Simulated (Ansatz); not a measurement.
# Sn (Fd-3m) in Ansatz: further runs

Runs on Sn. Level: PBE. Tasks: single point, equation of state.

All numbers are computed with Ansatz 0.2.0; they aren't measurements. Logs are shortened: lines on timing, memory, paths and dates and some standing lists are left out, and cuts for length are marked.

**1. Starting point**

Symmetry: Fd-3m, No. 227, cubic system. The conventional cell has a = 6.467 Å, b = 6.467 Å, c = 6.467 Å, α = 90.00°, β = 90.00°, γ = 90.00°. Around Sn (site symmetry -43m) lie 4 Sn at 2.80 Å.

This isn't the form of Sn at room conditions, which is tetragonal (white tin).

**2. Single point, PBE, 31.77 Å³/atom (volume scaled by 0.94)**

File input.yaml:

```yaml
crystal:
  lattice:
    - [0.0, 3.1673376916, 3.1673376916]
    - [3.1673376916, 0.0, 3.1673376916]
    - [3.1673376916, 3.1673376916, 0.0]
  atoms:
    - { symbol: Sn, position: [0.75, 0.75, 0.75] }
    - { symbol: Sn, position: [0.5, 0.5, 0.5] }
hamiltonian:
  xc: pbe
  pseudopotentials: { kind: paw, source: jth }
kpoints:
  mp_grid: { grid: [7, 7, 7] }
scf:
  occupations: { method: fermi_dirac, width: 0.05 }
output:
  forces: true
  stress: true
  eigenvalues: true
  write_density: true
  write_potential: true
  elf: true
  volumetric_format: npy
```

Potentials or basis: JTH PAW.

Launch:

```
$ ansatz run input.yaml --threads 2 --pin off --max-ram 5632MiB --backend cpu --events-out ev --progress --plain --runs-dir out
```

Output:

```text
Warning: the checks of this Sn dataset prove no rule for summing its radial tables, as where they were carried onto another mesh than they were made on, and Gregory's rule is taken, under which a leading mesh point left out moves its sums only by what lay on the interval it spanned. That does not make them correct, and they differ from Quantum ESPRESSO's on this file; a re-export a fraction of a mesh step off can move them. hamiltonian.pseudopotentials.radial_quadrature: simpson_from_first_knot sums it by `pw.x`'s rule; on a PAW file no value gives `pw.x`'s numbers. What more to know: hamiltonian.pseudopotentials.radial_quadrature, in the input reference
Warning: RAYON_NUM_THREADS=2 ignored (pool sized by the plan → 2); use --threads N
Engine: ansatz 0.2.0, aarch64-unknown-linux-gnu
Pseudopotentials: kind: paw
Pseudopotential: Sn, paw, valence charge 14, recommended cutoff 6600 eV (normal), Sn.paw.azcp
Functional definition: PBE
  parameter kappa = 0.804
  parameter beta = 0.06672455060314922
  exchange = pbe_x(kappa = kappa, mu = beta*pi^2/3)
  correlation = pbe_c(beta = beta)
Crystal: 2 atoms, lattice volume = 63.550 Å³
Basis set: ecut = 6600 eV, 77377 PW (Γ), exchange–correlation on 240×240×240 points (8 copies of the dense FFT grid, shifted against one another)
Bands: 18, of which v1, the nominal top of the filled ones, is band 14 counted from 1 (13 counted from 0)
Symmetry: 48 space group operations
Space group: Fd-3m (ITA 227), of the structure as read, at distance tolerance 4.0e-5 Å
k-points: 20 of 343
Non-local potential: Sn, projectors of the file, l = 0: 2, l = 1: 2, l = 2: 2
PAW form: soft (Blöchl's): semilocal exchange-correlation on the pseudo side does not see the compensation charge
PAW one-centre angular grid: Sn, 590 points (default); XC on 96 Gauss nodes
Initial density: superposition of atomic densities (chi_scale 0.1, normalization cell)
Initial wavefunctions: pseudopotential atomic-orbital guess
Functional: x = pbe(κ = 0.804, μ = 0.2195149727645171), c = pbe(β = 0.06672455060314922)
SCF iter   1: F=—  HF=-12028.810721 eV  |F-HF|=—  |Δ(HF+E_count)|=         —  Δρ=2.42e-2  dr2=3.88e-1  ethr=3.10e-3  ⟨swp⟩=8.4  Hψ=2364  notcnv=0
preconditioner: auto → none  [insulator: Δε(μ)=0.262 eV  Ē_g=20.358 eV  σ=0.050 eV  W_gap=0.53  n_scr=14 (ndim 8)  ℏωp=24.6 eV  f_vac=0.000  D(μ)=0.16/eV (n_scr^D=0)  ε∞_Penn≈2.5]
SCF iter   2: F=—  HF=-12028.759724 eV  |F-HF|=—  |Δ(HF+E_count)|=   5.10e-2  Δρ=1.13e-2  dr2=7.48e-2  ethr=1.39e-3  ⟨swp⟩=2.0  Hψ=588  notcnv=0
SCF iter   3: F=—  HF=-12028.756904 eV  |F-HF|=—  |Δ(HF+E_count)|=   2.82e-3  Δρ=1.27e-3  dr2=5.97e-4  ethr=2.67e-4  ⟨swp⟩=2.1  Hψ=519  notcnv=0
SCF iter   4: F=—  HF=-12028.757303 eV  |F-HF|=—  |Δ(HF+E_count)|=   3.98e-4  Δρ=6.99e-4  dr2=1.33e-4  ethr=2.13e-6  ⟨swp⟩=2.0  Hψ=642  notcnv=0
SCF iter   5: F=—  HF=-12028.757321 eV  |F-HF|=—  |Δ(HF+E_count)|=   1.88e-5  Δρ=7.75e-5  dr2=1.73e-6  ethr=4.76e-7  ⟨swp⟩=2.0  Hψ=636  notcnv=0
SCF iter   6: F=—  HF=-12028.757270 eV  |F-HF|=—  |Δ(HF+E_count)|=   5.10e-5  Δρ=1.83e-5  dr2=1.12e-7  ethr=3.57e-10  ⟨swp⟩=11.2  Hψ=2964  notcnv=0
SCF iter   7: F=-12028.757270 eV  HF=-12028.757270 eV  |F-HF|=2.86e-10  |Δ(HF+E_count)|=   3.76e-8  Δρ=5.00e-7  dr2=1.20e-10  ethr=3.57e-10  ⟨swp⟩=8.8  Hψ=2420  notcnv=0
SCF 1 converged in 7 iterations: F = -12028.757270 eV  dr2 = 1.20e-10
SCF converged after 7 iterations
Free energy (F): -12028.757270 eV
Harris-Foulkes:  -12028.757270 eV  (|F-HF|=2.86e-10)
Internal energy: -12028.755827 eV  (E = F + TS)
E sigma→0 (E₀):  -12028.756549 eV
Entropy (-TS):   -0.001444 eV (-0.722 meV/atom)
Fermi energy:    8.436574 eV
--- Per-component energies (eV) ---
  E_band       = -237.404646
  E_kinetic    = 638.963444
  E_local      = -4065.924434  (includes V_loc(G=0)·N_el)
  E_nonlocal   = 1540.563054
  E_hartree    = 1552.918590
  E_xc         = -374.588935
  E_vxc        = -249.287970  (∫ρ·V_xc dr)
  E_paw        = -8920.671190  (= ΣΔE_a)
  E_vpaw       = -1207.556274  (= ΣTr[D̂ρ^β])
  E_aug_tail   = -0.000007  (compensation charges beyond the density's cutoff)
  E_ewald      = -2400.016350
  E_smearing   = -0.001444  (= −TS)
  E_closure    = 0.000000  (closes the sum)
  Σ components = -12028.757270   (vs F -12028.757270, Δ=0.00e0)
--- Forces (eV/Å), atoms counted from 1 ---
  atom   1  Sn    -0.00000000     0.00000000    -0.00000000
  atom   2  Sn    -0.00000000     0.00000000    -0.00000000
  max |Σ_I F_I| component: 1.85e-16 eV/Å
--- Stress (GPa, compression-positive) ---
        7.626268       0.000000       0.000000
        0.000000       7.626268       0.000000
        0.000000      -0.000000       7.626268
  P = ⅓ Tr σ = 7.6263 GPa (76.263 kbar)
--- Band table (eV; the first three rows and the last of 20) ---
  k-point 0: bands = ["-13.4896", "-13.4896", "-13.4896", "-13.4219", "-13.4219", "-13.0458", "-13.0458", "-13.0458", "-13.0299", "-13.0299", "-2.7533", "8.2339", "8.4592", "8.4592", "8.4592", "10.5315", "10.5315", "10.5315"]
  k-point 1: bands = ["-13.5060", "-13.5060", "-13.4841", "-13.3985", "-13.3985", "-13.0749", "-13.0749", "-13.0533", "-13.0050", "-13.0050", "-2.5410", "5.9986", "8.0637", "8.0637", "9.1599", "11.0262", "11.0262", "11.6101"]
  k-point 2: bands = ["-13.5245", "-13.5245", "-13.4712", "-13.3661", "-13.3661", "-13.1024", "-13.1024", "-13.0706", "-12.9848", "-12.9848", "-1.9345", "3.7201", "7.4973", "7.4973", "8.7941", "11.5789", "11.5789", "13.7070"]
  k-point 19: bands = ["-13.5779", "-13.5625", "-13.3638", "-13.2813", "-13.2582", "-13.2180", "-13.2115", "-13.1463", "-12.9392", "-12.9240", "0.1859", "1.1352", "4.6932", "5.5824", "10.6384", "12.4939", "13.0191", "13.0642"]
```

It took 48 s on 2 threads of Arm Neoverse V2, shared host; peak memory 3 GiB.

Results:

```
Free energy            : -12028.7573 eV
Pressure               : 7.6 GPa
Band gap on the k mesh : none (metal or under the smearing width)
```

**3. Single point, PBE, 32.45 Å³/atom (volume scaled by 0.96)**

File input.yaml:

```yaml
crystal:
  lattice:
    - [0.0, 3.1896436215, 3.1896436215]
    - [3.1896436215, 0.0, 3.1896436215]
    - [3.1896436215, 3.1896436215, 0.0]
  atoms:
    - { symbol: Sn, position: [0.75, 0.75, 0.75] }
    - { symbol: Sn, position: [0.5, 0.5, 0.5] }
hamiltonian:
  xc: pbe
  pseudopotentials: { kind: paw, source: jth }
kpoints:
  mp_grid: { grid: [7, 7, 7] }
scf:
  occupations: { method: fermi_dirac, width: 0.05 }
output:
  forces: true
  stress: true
  eigenvalues: true
```

Potentials or basis: JTH PAW.

Launch:

```
$ ansatz run input.yaml --threads 2 --pin off --max-ram 5632MiB --backend cpu --events-out ev --progress --plain --runs-dir out
```

It took 34 s on 2 threads of Arm Neoverse V2, shared host; peak memory 3 GiB.

Results (log left out):

```
Free energy            : -12028.8156 eV
Pressure               : 6.2 GPa
Band gap on the k mesh : none (metal or under the smearing width)
```

**4. Single point, PBE, 33.13 Å³/atom (volume scaled by 0.98)**

input.yaml: that of step 3 with these lines changed.

```diff
@@ -2,5 +2,5 @@
   lattice:
-    - [0.0, 3.1896436215, 3.1896436215]
-    - [3.1896436215, 0.0, 3.1896436215]
-    - [3.1896436215, 3.1896436215, 0.0]
+    - [0.0, 3.2116418589, 3.2116418589]
+    - [3.2116418589, 0.0, 3.2116418589]
+    - [3.2116418589, 3.2116418589, 0.0]
   atoms:
```

Launch:

```
$ ansatz run input.yaml --threads 2 --pin off --max-ram 5632MiB --backend cpu --events-out ev --progress --plain --runs-dir out
```

Wall time 37 s (2 threads of Arm Neoverse V2, shared host); peak memory 3.3 GiB.

Results (log left out):

| Item | Value |
| --- | --- |
| Free energy | -12028.8627 eV |
| Pressure | 5.0 GPa |
| Band gap on the k mesh | none (metal or under the smearing width) |

**5. Single point, PBE, 33.80 Å³/atom**

input.yaml: that of step 4 with these lines changed.

```diff
@@ -2,5 +2,5 @@
   lattice:
-    - [0.0, 3.2116418589, 3.2116418589]
-    - [3.2116418589, 0.0, 3.2116418589]
-    - [3.2116418589, 3.2116418589, 0.0]
+    - [0.0, 3.2333428, 3.2333428]
+    - [3.2333428, 0.0, 3.2333428]
+    - [3.2333428, 3.2333428, 0.0]
   atoms:
```

Launch:

```
$ ansatz run input.yaml --threads 2 --pin off --max-ram 5632MiB --backend cpu --events-out ev --progress --plain --runs-dir out
```

It took 40 s on 2 threads of Arm Neoverse V2, shared host; peak memory 3.3 GiB.

Results (log left out):

| Item | Value |
| --- | --- |
| Free energy | -12028.8997 eV |
| Pressure | 3.8 GPa |
| Band gap on the k mesh | none (metal or under the smearing width) |

**6. Single point, PBE, 34.48 Å³/atom (volume scaled by 1.02)**

input.yaml: that of step 5 with these lines changed.

```diff
@@ -2,5 +2,5 @@
   lattice:
-    - [0.0, 3.2333428, 3.2333428]
-    - [3.2333428, 0.0, 3.2333428]
-    - [3.2333428, 3.2333428, 0.0]
+    - [0.0, 3.2547562903, 3.2547562903]
+    - [3.2547562903, 0.0, 3.2547562903]
+    - [3.2547562903, 3.2547562903, 0.0]
   atoms:
```

Potentials or basis: JTH PAW.

Launch:

```
$ ansatz run input.yaml --threads 2 --pin off --max-ram 5632MiB --backend cpu --events-out ev --progress --plain --runs-dir out
```

Run time: 38 s. Hardware: 2 threads of Arm Neoverse V2, shared host; peak memory 3.4 GiB.

Results (log left out):

- Free energy: -12028.9277 eV
- Pressure: 2.8 GPa
- Band gap on the k mesh: none (metal or under the smearing width)

**7. Single point, PBE, 35.16 Å³/atom (volume scaled by 1.04)**

input.yaml: that of step 6 with these lines changed.

```diff
@@ -2,5 +2,5 @@
   lattice:
-    - [0.0, 3.2547562903, 3.2547562903]
-    - [3.2547562903, 0.0, 3.2547562903]
-    - [3.2547562903, 3.2547562903, 0.0]
+    - [0.0, 3.2758916636, 3.2758916636]
+    - [3.2758916636, 0.0, 3.2758916636]
+    - [3.2758916636, 3.2758916636, 0.0]
   atoms:
@@ -19 +19,5 @@
   eigenvalues: true
+  write_density: true
+  write_potential: true
+  elf: true
+  volumetric_format: npy
```

Launch:

```
$ ansatz run input.yaml --threads 2 --pin off --max-ram 5632MiB --backend cpu --events-out ev --progress --plain --runs-dir out
```

Run time: 54 s. Hardware: 2 threads of Arm Neoverse V2, shared host; peak memory 3.5 GiB.

The run converged. Its results:

* Free energy: -12028.9476 eV
* Pressure: 1.9 GPa
* Band gap on the k mesh: none (metal or under the smearing width)

**8. Single point, PBE, 35.83 Å³/atom (volume scaled by 1.06)**

File input.yaml:

```yaml
crystal:
  lattice:
    - [0.0, 3.2967577782, 3.2967577782]
    - [3.2967577782, 0.0, 3.2967577782]
    - [3.2967577782, 3.2967577782, 0.0]
  atoms:
    - { symbol: Sn, position: [0.75, 0.75, 0.75] }
    - { symbol: Sn, position: [0.5, 0.5, 0.5] }
hamiltonian:
  xc: pbe
  pseudopotentials: { kind: paw, source: jth }
kpoints:
  mp_grid: { grid: [7, 7, 7] }
scf:
  occupations: { method: fermi_dirac, width: 0.05 }
output:
  forces: true
  stress: true
  eigenvalues: true
```

Launch:

```
$ ansatz run input.yaml --threads 2 --pin off --max-ram 5632MiB --backend cpu --events-out ev --progress --plain --runs-dir out
```

Wall time 38 s (2 threads of Arm Neoverse V2, shared host); peak memory 3.5 GiB.

The run converged. Its results:

```
Free energy            : -12028.9603 eV
Pressure               : 1.1 GPa
Band gap on the k mesh : none (metal or under the smearing width)
```

**9. Equation of state, PBE**

Potentials or basis: JTH PAW.

No new run: the results of the series are fitted here.

What came out:

```yaml
Equilibrium_volume: "36.88 Å³/atom (rough: see the caveat)"
Bulk_modulus: 36 GPa (rough)
```

Energy against volume, from the lowest point:
```tsv
volume (Å³/atom)	energy (meV/atom)
31.775	101.50
32.451	72.33
33.127	48.78
33.803	30.27
34.479	16.28
35.155	6.33
35.831	0.00
```

Caveat: the minimum lies outside the volumes run.
